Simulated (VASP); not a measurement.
# BP in VASP: relaxation of cell and atoms with PBE+D3(BJ)

Aim: the relaxation of cell and atoms of BP with PBE+D3(BJ).

Program: VASP 6.6.1. These are calculated values, not measurements. Logs are shortened: lines on timing, memory, paths and dates and some standing lists are left out, and cuts for length are marked.

### 1 The sheet as given

The cell holds a sheet with vacuum, 2 atoms: a = 3.200 Å, b = 3.200 Å, c = 16.000 Å, α = 90.00°, β = 90.00°, γ = 120.00°.

The cell was built by a generator and needn't be a form met in nature.

### 2 Relaxation of cell and atoms, PBE+D3(BJ)

INCAR

```
SYSTEM = BP
PREC = Accurate
ENCUT = 600
EDIFF = 1E-7
ISMEAR = 0
SIGMA = 0.03
LREAL = .False.
LASPH = .True.
NELM = 120
ALGO = Normal
ISIF = 3
LWAVE = .False.
LCHARG = .False.
GGA = PE
IVDW = 12
IBRION = 2
NSW = 60
EDIFFG = -0.005
LATTICE_CONSTRAINTS = .TRUE. .TRUE. .FALSE.
KPAR = 4
```

KPOINTS

```
regular mesh
0
Gamma
  12 12 1
  0 0 0
```

POSCAR

```
BP
1.0
    3.2000000000      0.0000000000      0.0000000000
   -1.6000000000      2.7712812900      0.0000000000
    0.0000000000      0.0000000000     16.0000000000
B P
1 1
Direct
    0.3333330000      0.6666670000      0.5000000000
    0.6666670000      0.3333330000      0.5000000000
```

Potentials or basis: VASP PAW PBE potentials, release 64 (B, P).

On the command line:

```console
$ cat potpaw_PBE.64/B/POTCAR potpaw_PBE.64/P/POTCAR > POTCAR
$ mpirun -np 4 vasp_std > vasp.out
```

OUTCAR:

```text
SYSTEM = BP
   PREC = Accurate
   ENCUT = 600
   EDIFF = 1E-7
   ISMEAR = 0
   LREAL = .False.
   LASPH = .True.
   NELM = 120
   ISIF = 3
   GGA = PE
   IVDW = 12
   IBRION = 2
   NSW = 60
   EDIFFG = -0.005
 IVDW          = 12

 ion  position               nearest neighbor table
   1  0.333  0.667  0.500-   2 1.85   2 1.85   2 1.85
   2  0.667  0.333  0.500-   1 1.85   1 1.85   1 1.85

  LATTYP: Found a hexagonal cell.
 ALAT       =     3.2000000000
 C/A-ratio  =     5.0000000000

  Lattice vectors:

 A1 = (   3.2000000000,   0.0000000000,   0.0000000000)
 A2 = (  -1.6000000000,   2.7712812900,   0.0000000000)
 A3 = (   0.0000000000,   0.0000000000,  16.0000000000)

Analysis of symmetry for initial positions (statically):
=====================================================================
 Subroutine PRICEL returns:
 Original cell was already a primitive cell.

 Routine SETGRP: Setting up the symmetry group for a
 hexagonal supercell.

 Subroutine GETGRP returns: Found 12 space group operations
 (whereof 12 operations were pure point group operations)
 out of a pool of 24 trial point group operations.

The static configuration has the point symmetry D_3h.

Analysis of symmetry for dynamics (positions and initial velocities):
=====================================================================
 Subroutine PRICEL returns:
 Original cell was already a primitive cell.

 Routine SETGRP: Setting up the symmetry group for a
 hexagonal supercell.

 Subroutine GETGRP returns: Found 12 space group operations
 (whereof 12 operations were pure point group operations)
 out of a pool of 24 trial point group operations.

The dynamic configuration has the point symmetry D_3h.

 Subroutine INISYM returns: Found 12 space group operations
 (whereof 12 operations are pure point group operations),
 and found     1 'primitive' translations

----------------------------------------------------------------------------------------

                                     Primitive cell

  volume of cell :     141.8896

  direct lattice vectors                    reciprocal lattice vectors
     3.200000000  0.000000000  0.000000000     0.312500000  0.180421959  0.000000000
    -1.600000000  2.771281290  0.000000000     0.000000000  0.360843919  0.000000000
     0.000000000  0.000000000 16.000000000     0.000000000  0.000000000  0.062500000

  length of vectors
     3.200000000  3.199999998 16.000000000     0.360843918  0.360843919  0.062500000

  position of ions in fractional coordinates (direct lattice)
     0.333333000  0.666667000  0.500000000
     0.666667000  0.333333000  0.500000000

  ion indices of the primitive-cell ions
   primitive index   ion index
                 1           1
                 2           2

----------------------------------------------------------------------------------------

 KPOINTS: regular mesh

Automatic generation of k-mesh.
 Grid dimensions read from file:
 generate k-points for:   12   12    1

 Generating k-lattice:

  Cartesian coordinates                     Fractional coordinates (reciprocal lattice)
     0.026041667  0.015035163  0.000000000     0.083333333  0.000000000  0.000000000
     0.000000000  0.030070327  0.000000000     0.000000000  0.083333333  0.000000000
     0.000000000  0.000000000  0.062500000     0.000000000  0.000000000  1.000000000

  Length of vectors
     0.030070327  0.030070327  0.062500000

  Shift w.r.t. Gamma in fractional coordinates (k-lattice)
     0.000000000  0.000000000  0.000000000

 Subroutine IBZKPT returns following result:
 ===========================================

 Found     19 irreducible k-points:

 Following reciprocal coordinates:
            Coordinates               Weight
  0.000000  0.000000  0.000000      1.000000
  0.083333 -0.000000  0.000000      6.000000
  0.166667 -0.000000  0.000000      6.000000
  0.250000 -0.000000  0.000000      6.000000
  0.333333 -0.000000  0.000000      6.000000
  0.416667  0.000000  0.000000      6.000000
[... 11 lines left out ...]
  0.333333  0.250000  0.000000     12.000000
  0.333333  0.333333  0.000000      2.000000
   k-points           NKPTS =     19   k-points in BZ     NKDIM =     19   number of bands    NBANDS=      8
   number of dos      NEDOS =    301   number of ions     NIONS =      2
   total plane-waves  NPLWV = 100352
   dimension x,y,z NGX =    28 NGY =   28 NGZ =  128
   dimension x,y,z NGXF=    56 NGYF=   56 NGZF=  256
   ions per type =               1   1
   NGX,Y,Z   is equivalent  to a cutoff of  14.55, 14.55, 13.30 a.u.
   NGXF,Y,Z  is equivalent  to a cutoff of  29.09, 29.09, 26.60 a.u.
 SYSTEM =  BP
   PREC   = accura    normal or accurate (medium, high low for compatibility)
   ISTART =      0    job   : 0-new  1-cont  2-samecut
   ICHARG =      2    charge: 1-file 2-atom 10-const
   ISPIN  =      1    spin polarized calculation?
   LNONCOLLINEAR =      F non collinear calculations
   LSORBIT =      F    spin-orbit coupling
   LASPH  =      T    aspherical Exc in radial PAW
   ENCUT  =  600.0 eV  44.10 Ry    6.64 a.u.   6.39  6.39 31.96*2*pi/ulx,y,z
   NELM   =    120;   NELMIN=  2; NELMDL= -5     # of ELM steps
   EDIFF  = 0.1E-06   stopping-criterion for ELM
   LREAL  =      F    real-space projection
   EDIFFG = -.5E-02   stopping-criterion for IOM
   NSW    =     60    number of steps for IOM
   IBRION =      2    ionic relax: 0-MD 1-quasi-New 2-CG
   NFREE  =      1    steps in history (QN), initial steepest desc. (CG)
   ISIF   =      3    stress and relaxation
   ISYM   =      2    0-nonsym 1-usesym 2-fastsym
   POTIM  = 0.5000    time-step for ionic-motion
   TEBEG  =    0.0;   TEEND  =   0.0 temperature during run
   PSTRESS=    0.0 pullay stress
   NELECT =       8.0000    total number of electrons
   NUPDOWN=      -1.0000    fix difference up-down
   EMIN   =  10.00;   EMAX   =-10.00  energy-range for DOS
   EFERMI =   0.00;   METHOD = LEGACY
   ISMEAR =     0;   SIGMA  =   0.03  broadening in eV -4-tet -1-fermi 0-gaus
   EFERMI_NEDOS =   21; number of points for ismear=-14 and -15
   IALGO  =     38    algorithm
   IMIX   =      4    mixing-type and parameters
     AMIX     =   0.40;   BMIX     =  1.00
     AMIX_MAG =   1.60;   BMIX_MAG =  1.00
  volume/ion in A,a.u.               =      70.94       478.76
  Fermi-wavevector in a.u.,A,eV,Ry     =   0.627752  1.186279  5.361680  0.394072
  Thomas-Fermi vector in A             =   1.689460
   LORBIT       =      0    0 simple, 1 ext, 2 COOP (PROOUT), +10 PAW based schemes
   GGA     = PE    functional components
   LHFCALC =     F    Hartree Fock is set to
   AEXX    =    0.0000 exact exchange contribution
   IVDW    =    12    specifies the selected vdW correction
   LEPSILON=     F    determine dielectric tensor
   LRPA    =     F    only Hartree local field effects (RPA)
 conjugate gradient relaxation of ions
 non-spin polarized calculation
 Gauss-broadening in eV      SIGMA  =   0.03
  energy-cutoff  :      600.00
  volume of cell :      141.89
 maximum number of plane-waves:      4775
 NGX is ok and might be reduce to    28
   NGX = 13   NGY = 13   NGZ = 63

--------------------------------------- Ionic step        1  -------------------------------------------

 number of electron       8.0000000 magnetization

 Free energy of the ion-electron system (eV)
  ---------------------------------------------------
  ext. energy  EPLUGINS =         0.00000000
  ---------------------------------------------------
  free energy    TOTEN  =       -12.17112233 eV

  energy without entropy =      -12.17112233  energy(sigma->0) =      -12.17112233

------------------------ aborting loop because EDIFF is reached ----------------------------------------

 Edisp (eV)   -0.25863

 E8    (eV) :    -0.1015

  FORCE on cell =-STRESS in cart. coord.  units (eV):
  Direction    XX          YY          ZZ          XY          YZ          ZX
  --------------------------------------------------------------------------------------
  -------------------------------------------------------------------------------------
  Total       0.13569     0.13569    -0.00940     0.00000    -0.00000     0.00000
  in kB       1.53218     1.53218    -0.10614     0.00000    -0.00000     0.00000
  external pressure =        0.99 kB  Pullay stress =        0.00 kB

 VOLUME and BASIS-vectors are now :
 -----------------------------------------------------------------------------
  energy-cutoff  :      600.00
  volume of cell :      141.89
      direct lattice vectors                 reciprocal lattice vectors
     3.200000000  0.000000000  0.000000000     0.312500000  0.180421959  0.000000000
    -1.600000000  2.771281290  0.000000000     0.000000000  0.360843919  0.000000000
     0.000000000  0.000000000 16.000000000     0.000000000  0.000000000  0.062500000
[... 41 lines left out ...]
 POSITION                                       TOTAL-FORCE (eV/Angst)
 -----------------------------------------------------------------------------------
     -0.00000      1.85357      8.00000         0.000000      0.000000      0.000000
      1.60524      0.92678      8.00000        -0.000000     -0.000000      0.000000
 -----------------------------------------------------------------------------------
    total drift:                               -0.000146      0.000084      0.000000

  FREE ENERGIE OF THE ION-ELECTRON SYSTEM (eV)
  ---------------------------------------------------
  free  energy   TOTEN  =       -12.4295110379 eV

  energy  without entropy=      -12.4295110379  energy(sigma->0) =      -12.42951104

--------------------------------------- Ionic step        3  -------------------------------------------

 number of electron       8.0000000 magnetization

 Free energy of the ion-electron system (eV)
  ---------------------------------------------------
  ext. energy  EPLUGINS =         0.00000000
  ---------------------------------------------------
  free energy    TOTEN  =       -12.17197620 eV

  energy without entropy =      -12.17197620  energy(sigma->0) =      -12.17197620

 E-fermi :  -2.9124     XC(G=0):  -2.6698

 val. band max:       -3.1019330348   @ k =   0.3333   0.3333   0.0000
 cond. band min:      -2.2035053751   @ k =   0.3333   0.3333   0.0000
 fundamental gap:      0.8984276597
 Fermi energy:        -2.9124436545

 k-point     1 :       0.0000    0.0000    0.0000
  band No.  band energies     occupation
      1     -16.8162      2.00000
      2      -7.2713      2.00000
      3      -4.7410      2.00000
      4      -4.7409      2.00000
      5       0.6503      0.00000
      6       1.5896      0.00000
      7       1.5897      0.00000
      8       1.8670      0.00000

 k-point     2 :       0.0833   -0.0000    0.0000
  band No.  band energies     occupation
      1     -16.7100      2.00000
      2      -7.1561      2.00000
      3      -5.2783      2.00000
      4      -4.9467      2.00000
      5       0.7691      0.00000
      6       1.4043      0.00000
      7       1.9990      0.00000
      8       2.0229      0.00000
[... 211 lines left out ...]
 POSITION                                       TOTAL-FORCE (eV/Angst)
 -----------------------------------------------------------------------------------
     -0.00000      1.84989      8.00000        -0.000000      0.000000      0.000000
      1.60205      0.92494      8.00000         0.000000      0.000000      0.000000
 -----------------------------------------------------------------------------------
    total drift:                               -0.000144      0.000083      0.000000

  FREE ENERGIE OF THE ION-ELECTRON SYSTEM (eV)
  ---------------------------------------------------
  free  energy   TOTEN  =       -12.4299199781 eV

  energy  without entropy=      -12.4299199781  energy(sigma->0) =      -12.42991998

 reached required accuracy - stopping structural energy minimisation
```

Wall time 65 s (4 MPI ranks of Intel Xeon Platinum 8175M at 2.50GHz (Skylake/Cascade Lake), shared host); peak memory 0.32 GiB.

What came out:

```yaml
Free_energy: -12.4299 eV
Relaxed_volume: 71.13 Å³/atom
Relaxed_cell: a = 3.204 Å, b = 3.204 Å, c = 16.000 Å, α = 90.00°, β = 90.00°, γ = 120.00°
Space_group_after_relaxing_to_0.05_Å: P-6m2 (No. 187)
Energy_gained_by_relaxing: 0.1 meV/atom
Ionic_steps: 3
Band_gap_on_the_k_mesh: 0.90 eV, direct
Dispersion_energy_per_atom: -0.129 eV
```

Step by step:
```csv
step,energy change (eV),largest force (eV/Å),pressure (GPa),volume (Å³)
1,0.0000,0.0000,0.10,141.89
2,0.0002,0.0000,-0.16,142.82
3,-0.0002,0.0000,0.00,142.25
```

Final structure:
```cif
data_structure
_symmetry_space_group_name_H-M 'P 1'
_symmetry_Int_Tables_number 1
_cell_length_a 3.2041
_cell_length_b 3.2041
_cell_length_c 16.0000
_cell_angle_alpha 90.000
_cell_angle_beta 90.000
_cell_angle_gamma 120.000
_cell_volume 142.25
loop_
_atom_site_label
_atom_site_type_symbol
_atom_site_fract_x
_atom_site_fract_y
_atom_site_fract_z
_atom_site_occupancy
B1 B 0.33333 0.66667 0.50000 1
P1 P 0.66667 0.33333 0.50000 1
```

A hybrid or GW would open this gap; PBE tends to underestimate it.
